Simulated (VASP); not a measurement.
# BN (P6_3/mmc) in VASP: further runs, part 2 of 2

VASP 6.6.1.

### 3 Atomic charges, PBEsol

INCAR

```
SYSTEM = BN
  ALGO = Normal
  EDIFF = 1E-6
  ENCUT = 520
  GGA = PS
  ISIF = 2
  ISMEAR = 0
  LASPH = .TRUE.
  LCHARG = .TRUE.
  LELF = .TRUE.
  LORBIT = 11
  LREAL = .FALSE.
  LVHAR = .TRUE.
  LWAVE = .FALSE.
  NELM = 80
  PREC = Accurate
  SIGMA = 0.02
```

KPOINTS

```
k-points
0
G
  12 12 4
  0 0 0
```

POSCAR

```
BN
1.0
    2.4982400000      0.0000000000      0.0000000000
   -1.2491200000      2.1635393048      0.0000000000
    0.0000000000      0.0000000000      6.6357000000
N B
2 2
Direct
    0.6666666667      0.3333333333      0.2500000000
    0.3333333333      0.6666666667      0.7500000000
    0.6666666667      0.3333333333      0.7500000000
    0.3333333333      0.6666666667      0.2500000000
```

Potentials or basis: VASP PAW PBE potentials, release 64 (N, B).

Launch:

```
cat potpaw_PBE.64/N/POTCAR potpaw_PBE.64/B/POTCAR > POTCAR
mpirun -np 1 vasp_std > vasp.out
```

OUTCAR:

```text
SYSTEM = BN
   EDIFF = 1E-6
   ENCUT = 520
   GGA = PS
   ISIF = 2
   ISMEAR = 0
   LASPH = .TRUE.
   LORBIT = 11
   LREAL = .FALSE.
   NELM = 80
   PREC = Accurate

 ion  position               nearest neighbor table
   1  0.667  0.333  0.250-   4 1.44   4 1.44   4 1.44
   2  0.333  0.667  0.750-   3 1.44   3 1.44   3 1.44
   3  0.667  0.333  0.750-   2 1.44   2 1.44   2 1.44
   4  0.333  0.667  0.250-   1 1.44   1 1.44   1 1.44

  LATTYP: Found a hexagonal cell.
 ALAT       =     2.4982400000
 C/A-ratio  =     2.6561499296

  Lattice vectors:

 A1 = (   2.4982400000,   0.0000000000,   0.0000000000)
[... 561 lines left out ...]
  in kB       32.9320683     32.9320683      8.0753346     -0.0000000      0.0000000      0.0000000
  external PRESSURE =      24.6464904 kB  Pullay stress =       0.0000000 kB

 VOLUME and BASIS-vectors are now :
 -----------------------------------------------------------------------------
  energy-cutoff  :      520.00
  volume of cell :       35.87
      direct lattice vectors                 reciprocal lattice vectors
     2.498240000  0.000000000  0.000000000     0.400281798  0.231102804  0.000000000
    -1.249120000  2.163539305  0.000000000     0.000000000  0.462205608  0.000000000
     0.000000000  0.000000000  6.635700000     0.000000000  0.000000000  0.150700002

 POSITION                                       TOTAL-FORCE (eV/Angst)
 -----------------------------------------------------------------------------------
      1.24912      0.72118      1.65892        -0.000000     -0.000000      0.000000
     -0.00000      1.44236      4.97677        -0.000000     -0.000000      0.000000
      1.24912      0.72118      4.97677        -0.000000      0.000000      0.000000
     -0.00000      1.44236      1.65892         0.000000     -0.000000      0.000000
 -----------------------------------------------------------------------------------
    total drift:                                0.000000     -0.000000      0.000000

  FREE ENERGIE OF THE ION-ELECTRON SYSTEM (eV)
  ---------------------------------------------------
  free  energy   TOTEN  =       -36.5629181359 eV

  energy  without entropy=      -36.5629181359  energy(sigma->0) =      -36.56291814

 total charge

# of ion       s       p       d       tot
------------------------------------------
    1        1.222   2.794   0.000   4.015
    2        1.222   2.794   0.000   4.015
    3        0.746   1.435   0.000   2.181
    4        0.746   1.435   0.000   2.181
--------------------------------------------------
tot          3.934   8.458   0.000  12.392
```

OSZICAR:

```text
N       E                     dE             d eps       ncg     rms          rms(c)
DAV:   1     0.596444450456E+02    0.59644E+02   -0.83947E+03  1368   0.124E+03
DAV:   2    -0.359047156061E+02   -0.95549E+02   -0.88006E+02  2048   0.259E+02
DAV:   3    -0.400003316231E+02   -0.40956E+01   -0.40752E+01  1756   0.572E+01
DAV:   4    -0.400392630146E+02   -0.38931E-01   -0.38915E-01  1684   0.614E+00
DAV:   5    -0.400398090730E+02   -0.54606E-03   -0.54595E-03  1744   0.724E-01    0.111E+01
DAV:   6    -0.369553392821E+02    0.30845E+01   -0.75574E+00  1592   0.224E+01    0.510E+00
DAV:   7    -0.366507993953E+02    0.30454E+00   -0.48902E-01  1708   0.599E+00    0.309E+00
DAV:   8    -0.365650514836E+02    0.85748E-01   -0.26118E-01  1636   0.395E+00    0.384E-01
DAV:   9    -0.365622594809E+02    0.27920E-02   -0.10670E-02  1632   0.935E-01    0.170E-01
DAV:  10    -0.365628468279E+02   -0.58735E-03   -0.89995E-04  1656   0.261E-01    0.332E-02
DAV:  11    -0.365629187259E+02   -0.71898E-04   -0.12085E-04  1736   0.972E-02    0.218E-02
DAV:  12    -0.365629179654E+02    0.76057E-06   -0.30126E-05  1656   0.477E-02    0.285E-03
DAV:  13    -0.365629181359E+02   -0.17050E-06   -0.98544E-07  1228   0.947E-03
   1 F= -.36562918E+02 E0= -.36562918E+02  d E =-.207880E-12
```

stdout:

```text
POSCAR found type information on POSCAR N B
 POSCAR found :  2 types and       4 ions
 scaLAPACK will be used
 -----------------------------------------------------------------------------
|                                                                             |
|                                                                             |
|     You enforced a specific xc type in the INCAR file but a different       |
|     I HOPE YOU KNOW WHAT YOU ARE DOING!                                     |
|                                                                             |
 -----------------------------------------------------------------------------

 LDA part: xc-table for (Slater+PW92), standard interpolation
 POSCAR, INCAR and KPOINTS ok, starting setup
 FFT: planning ... GRIDC
 FFT: planning ... GRID_SOFT
 FFT: planning ... GRID
 WAVECAR not read
 entering main loop
```

It took 30 s on 1 thread of AMD EPYC 7R13 (Zen 3), shared host; peak memory 0.12 GiB.

What came out:

| Property | Result |
| --- | --- |
| Free energy | -36.5629 eV |
| Pressure | 2.5 GPa |
| Band gap on the k mesh | 4.18 eV, indirect (least direct gap 4.60 eV) |
| Valence electrons inside the program's atomic spheres | N 4.01; B 2.18 |

Stress tensor (GPa, compression positive):
```
3.29 0.00 0.00
0.00 3.29 0.00
0.00 0.00 0.81
```

Caveat: the PAW data sets were made with another functional, which shifts forces and pressure a little; this functional lacks dispersion, which binds the layers, so the pressure and a relaxed spacing across them are unreliable. PBEsol gaps usually lie below the measured ones, often by a third to a half.
